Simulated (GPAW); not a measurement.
# Ti (Im-3m) in GPAW: notebook

Aim: see how the results for Ti move with the level of theory and the settings. Levels: PBE, LDA. Tasks: single point, relaxation of cell and atoms.

Program: GPAW 26.7.0. These are calculated values, not measurements. Logs are shortened: lines on timing, memory, paths and dates and some standing lists are left out, and cuts for length are marked. The log counts tension as positive stress, the text compression.

## (1) The crystal as given

The structure is cubic, space group Im-3m (No. 229). The conventional cell has a = 3.282 Å, b = 3.282 Å, c = 3.282 Å, α = 90.00°, β = 90.00°, γ = 90.00°. Ti (site symmetry m-3m) has 8 Ti at 2.84 Å as nearest neighbours.

This isn't the form of Ti at room conditions, which is hcp.

## (2) Single point, PBE

Input file run.py:

```python
from ase import Atoms
from ase.dft.bandgap import bandgap
from ase.io import write
from ase.units import GPa
from gpaw import GPAW, PW

atoms = Atoms(['Ti'],
              cell=[[-1.641, 1.641, 1.641],
                    [1.641, -1.641, 1.641],
                    [1.641, 1.641, -1.641]],
              scaled_positions=[[0.0, 0.0, 0.0]],
              pbc=True)

calc = GPAW(mode=PW(600),
            xc='PBE',
            kpts={'size': (11, 11, 11), 'gamma': True},
            occupations={'name': 'methfessel-paxton', 'order': 0, 'width': 0.011},
            nbands=14,
            convergence={'density': 1e-05, 'energy': 1e-05},
            maxiter=150,
            txt='gpaw.txt')
atoms.calc = calc
energy = atoms.get_potential_energy()
forces = atoms.get_forces()
stress = atoms.get_stress()
calc.write('gs.gpw')
write('result.traj', atoms)
print(f'Energy: {energy:.6f} eV')
print('Forces (eV/A):')
print(forces.round(4))
print('Stress (GPa):', (stress / GPa).round(3))
print('Fermi level:', round(calc.get_fermi_level(), 4), 'eV')
print(f'Gap: {bandgap(calc)[0]:.4f} eV, direct: {bandgap(calc, direct=True)[0]:.4f} eV')
```

Potentials or basis: GPAW PAW data sets (gpaw-data 1.2.1), pw.

Command:

```
$ OMP_NUM_THREADS=1 python run.py
```

gpaw.txt:

```text
__  _  _
 | _ |_)|_||  |
 |__||  | ||/\| - 26.7.0

Input parameters:
  mode=PW(ecut=600.0),
  convergence={'density': 1e-05, 'energy': 1e-05},
  kpts=MonkhorstPack(size=(11, 11, 11), gamma=True),
  maxiter=150,
  nbands=14,
  occupations=Occupations(name='methfessel-paxton', order=0, width=0.011),
  xc=XC(name='PBE')

Diagonalizing LCAO Hamiltonian
Converting LCAO to pw mode

       Ti

Atoms  # Å, Bohr magnetons
|   | symbol |        x |        y |        z |    initial magnetic moments |
|---|--------|----------|----------|----------|-----------------------------|
| 0 |     Ti | 0.000000 | 0.000000 | 0.000000 | ( 0.0000,  0.0000,  0.0000) |

Unit cell  # Å
| periodic |         x |         y |         z |  lengths |     angles |
|----------|-----------|-----------|-----------|----------|------------|
|      yes | -1.641000 |  1.641000 |  1.641000 | 2.842295 | 109.471221 |
|      yes |  1.641000 | -1.641000 |  1.641000 | 2.842295 | 109.471221 |
|      yes |  1.641000 |  1.641000 | -1.641000 | 2.842295 | 109.471221 |

Number of symmetries: 48
Symmetry operations  # r_c * U_cc + t_c -> r_c
|    | kind |            matrix            |
|----|------|------------------------------|
|  0 |  σ   |  1, 1, 1,  0, 0,-1,  0,-1, 0 |
|  1 |  C4  |  1, 1, 1,  0, 0,-1, -1, 0, 0 |
|  2 |  C2  |  1, 1, 1,  0,-1, 0,  0, 0,-1 |
|  3 |  S6  |  1, 1, 1,  0,-1, 0, -1, 0, 0 |
|  4 |  S6  |  1, 1, 1, -1, 0, 0,  0, 0,-1 |
|  5 |  C4  |  1, 1, 1, -1, 0, 0,  0,-1, 0 |
|  6 |  E   |  1, 0, 0,  0, 1, 0,  0, 0, 1 |
|  7 |  σ   |  1, 0, 0,  0, 1, 0, -1,-1,-1 |
|  8 |  σ   |  1, 0, 0,  0, 0, 1,  0, 1, 0 |
|  9 |  C3  |  1, 0, 0,  0, 0, 1, -1,-1,-1 |
| 10 |  C3  |  1, 0, 0, -1,-1,-1,  0, 1, 0 |
| 11 |  σ   |  1, 0, 0, -1,-1,-1,  0, 0, 1 |
| 12 |  σ   |  0, 1, 0,  1, 0, 0,  0, 0, 1 |
| 13 |  C2  |  0, 1, 0,  1, 0, 0, -1,-1,-1 |
| 14 |  C3  |  0, 1, 0,  0, 0, 1,  1, 0, 0 |
| 15 |  S4  |  0, 1, 0,  0, 0, 1, -1,-1,-1 |
| 16 |  S4  |  0, 1, 0, -1,-1,-1,  1, 0, 0 |
| 17 |  C3  |  0, 1, 0, -1,-1,-1,  0, 0, 1 |
| 18 |  C3  |  0, 0, 1,  1, 0, 0,  0, 1, 0 |
| 19 |  S4  |  0, 0, 1,  1, 0, 0, -1,-1,-1 |
| 20 |  σ   |  0, 0, 1,  0, 1, 0,  1, 0, 0 |
| 21 |  C3  |  0, 0, 1,  0, 1, 0, -1,-1,-1 |
| 22 |  C2  |  0, 0, 1, -1,-1,-1,  1, 0, 0 |
| 23 |  S4  |  0, 0, 1, -1,-1,-1,  0, 1, 0 |
| 24 |  C4  |  0, 0,-1,  1, 1, 1,  0,-1, 0 |
| 25 |  σ   |  0, 0,-1,  1, 1, 1, -1, 0, 0 |
| 26 |  S6  |  0, 0,-1,  0,-1, 0,  1, 1, 1 |
| 27 |  C2  |  0, 0,-1,  0,-1, 0, -1, 0, 0 |
| 28 |  C4  |  0, 0,-1, -1, 0, 0,  1, 1, 1 |
| 29 |  S6  |  0, 0,-1, -1, 0, 0,  0,-1, 0 |
| 30 |  S6  |  0,-1, 0,  1, 1, 1,  0, 0,-1 |
| 31 |  C4  |  0,-1, 0,  1, 1, 1, -1, 0, 0 |
| 32 |  C4  |  0,-1, 0,  0, 0,-1,  1, 1, 1 |
| 33 |  S6  |  0,-1, 0,  0, 0,-1, -1, 0, 0 |
| 34 |  σ   |  0,-1, 0, -1, 0, 0,  1, 1, 1 |
| 35 |  C2  |  0,-1, 0, -1, 0, 0,  0, 0,-1 |
| 36 |  C2  | -1, 0, 0,  1, 1, 1,  0, 0,-1 |
| 37 |  S6  | -1, 0, 0,  1, 1, 1,  0,-1, 0 |
| 38 |  S6  | -1, 0, 0,  0, 0,-1,  1, 1, 1 |
| 39 |  C2  | -1, 0, 0,  0, 0,-1,  0,-1, 0 |
| 40 |  C2  | -1, 0, 0,  0,-1, 0,  1, 1, 1 |
| 41 |  i   | -1, 0, 0,  0,-1, 0,  0, 0,-1 |
| 42 |  S4  | -1,-1,-1,  1, 0, 0,  0, 1, 0 |
| 43 |  C3  | -1,-1,-1,  1, 0, 0,  0, 0, 1 |
| 44 |  C3  | -1,-1,-1,  0, 1, 0,  1, 0, 0 |
| 45 |  σ   | -1,-1,-1,  0, 1, 0,  0, 0, 1 |
| 46 |  S4  | -1,-1,-1,  0, 0, 1,  1, 0, 0 |
| 47 |  C2  | -1,-1,-1,  0, 0, 1,  0, 1, 0 |

BZ-sampling:
  Number of BZ points: 1331
  Number of IBZ points: 56

  Monkhorst-Pack size: [11, 11, 11]
  Monkhorst-Pack shift: [0, 0, 0]

K-points  # in reciprocal-cell coordinates
|     |                                coordinates |     weight |
|-----|--------------------------------------------|------------|
|   0 | (  0.00000000,   0.00000000,   0.00000000) | 0.00075131 |
|   1 | (  0.09090909,   0.00000000,   0.00000000) | 0.00901578 |
|   2 | (  0.09090909,   0.09090909,  -0.09090909) | 0.00450789 |
|   3 | (  0.18181818,   0.00000000,  -0.09090909) | 0.01803156 |
|   4 | (  0.18181818,   0.00000000,   0.00000000) | 0.00901578 |
|   5 | (  0.18181818,   0.09090909,  -0.09090909) | 0.01803156 |
|   6 | (  0.18181818,   0.18181818,  -0.18181818) | 0.00450789 |
|   7 | (  0.27272727,  -0.09090909,  -0.09090909) | 0.00601052 |
|   8 | (  0.27272727,   0.00000000,  -0.09090909) | 0.03606311 |
|   9 | (  0.27272727,   0.00000000,   0.00000000) | 0.00901578 |
| ... |                                            |            |
|  55 | (  0.45454545,   0.45454545,   0.45454545) | 0.00601052 |

Plane wave coefficients: 603
Cutoff: 600.0 eV

Spin-components: 1 (collinear spins)
Bands:           14
Projectors:      6
Spin-degeneracy: 2
Datatype:        complex128

Parallelization:
  kpt:    1
  domain: 1
  band:   1

Density:
  Valence electrons: 12.0
  Components: 1
  Grid points: [18 18 18]
  Charge: 0.0  # |e|

Potential:
  Grid points: [18 18 18]

species:
  Ti:
    name:    Titanium
    Z:       22.0
    valence: 12
    core:    10
    charge:  0.0  # [|e|]
    compensation charges:
      type: gauss
      rc: 0.38  # [Å]
      lmax: 2
    cutoffs:
      filter: 2.23  # [Å]
      core: 1.02  # [Å]
    projectors
    | kind |    occ | energy [eV] | rcut [Å] |
    |------|--------|-------------|----------|
    |   3s |  2.000 |     -62.623 |    1.270 |
    |   4s |  2.000 |      -4.466 |    1.270 |
    |   3p |  6.000 |     -38.862 |    1.058 |
    |   4p |  0.000 |      -1.466 |    1.058 |
    |   3d |  2.000 |      -4.258 |    1.058 |
    |    d |        |      22.953 |    1.058 |

    Using partial waves for Ti as LCAO basis

Reference energy: -23224.014282  # eV

eigensolver:
  PPCG
  Converge bands: occupied
  niter=2

density mixing:
  MSR1-Mixer
  Pratt-step length: 0.05
  Maximum mixing coefficient: 0.75
  Old densities: 10
  SVD Regularization: 0.005
  Good broyden scale: 1.0
  Trust region scale: 1.0
  Backstep threshold: 4.0
  History deletion threshold: 6.0
  Fourier metric: weight=20.0, sigma=0.015

occupation numbers:
  Methfessel-Paxton:
    width: 0.0110  # eV
    order: 0

poisson solver:
  ecut: 4800.0  # eV

xc functional:
  name: PBE with 2 nearest neighbor stencil

convergence criteria:
- Maximum integral of absolute [dens]ity change: 1e-05 electrons / valence electron
- Maximum [total energy] change in last 3 cyles: 1e-05 eV / valence electron
- Maximum integral of absolute [eigenst]ate change: 4e-08 eV^2 / valence electron
maximum number of iterations: 150

SCF iterations
|iter     | |      energy | eigst |  dens |
|---------|-|-------------|-------|-------|
|iter:   1| |   -6.773840 | -0.12 |       |
|iter:   2| |   -6.718307 | -3.03 | -1.24 |
|iter:   3| |   -6.547865 | -1.79 | -1.29 |
|iter:   4| |   -6.549400 | -3.43 | -2.10 |
|iter:   5| |   -6.551098 | -4.37 | -2.35 |
|iter:   6| |   -6.551066 | -5.52 | -3.04 |
|iter:   7| |   -6.551070c| -6.84 | -3.95 |
|iter:   8| |   -6.551071c| -7.50c| -4.27 |
|iter:   9| |   -6.551071c| -8.29c| -4.85 |
|iter:  10| |   -6.551071c| -8.78c| -5.33c|

Converged in 10 steps
Energy contributions relative to reference atoms: (reference = -23224.014282)

Energy contributions:
  Kinetic:           4.423228
  Coulomb:          -4.303067
  Zero:              0.009402
  External:          0.000000
  Xc:               -6.680433
  Entropy:          -0.000401
  Spinorbit:         0.000000
  ----------------------------
  Free energy:      -6.551271
  Extrapolated:     -6.551071

dipole moment: (-5.219593, -5.219593, -5.219593)  # |e|*Ang

Fermi level: 8.085
Eigenvalues  # (at kpt = [0.000, 0.000, 0.000])
| band index |      eig [eV] | occ [0-2] |
|------------|---------------|-----------|
|          0 |       -48.423 |     2.000 |
|          1 |       -24.322 |     2.000 |
|          2 |       -24.322 |     2.000 |
|          3 |       -24.322 |     2.000 |
|          4 |         2.205 |     2.000 |
|          5 |         9.084 |     0.000 |
|          6 |         9.084 |     0.000 |
|          7 |         9.084 |     0.000 |
|          8 |        10.802 |     0.000 |
|          9 |        10.802 |     0.000 |
|         10 |        25.403 |     0.000 |
|         11 |        25.403 |     0.000 |
|         12 |        25.403 |     0.000 |
|         13 |        31.154 |     0.000 |

No gap
No difference between direct/indirect transitions

Forces  # eV/Ang
|        x |        y |        z |
|----------|----------|----------|
| -0.00000 | -0.00000 | -0.00000 |  # Ti   0

Stress tensor  # eV/Ang^3
|         x |        y |         z |
|-----------|----------|-----------|
|  0.021193 | 0.000000 | -0.000000 |
|  0.000000 | 0.021193 |  0.000000 |
| -0.000000 | 0.000000 |  0.021193 |

# Writing to gs.gpw (mode='')
```

It took 13 s on 1 thread of Arm Neoverse V1, shared host; peak memory 0.13 GiB.

What came out:

| Property | Result |
| --- | --- |
| Free energy | -6.5513 eV |
| Pressure | -3.4 GPa |
| Band gap on the k mesh | none (metal or under the smearing width) |

(Part 1 of 2 ends here.)
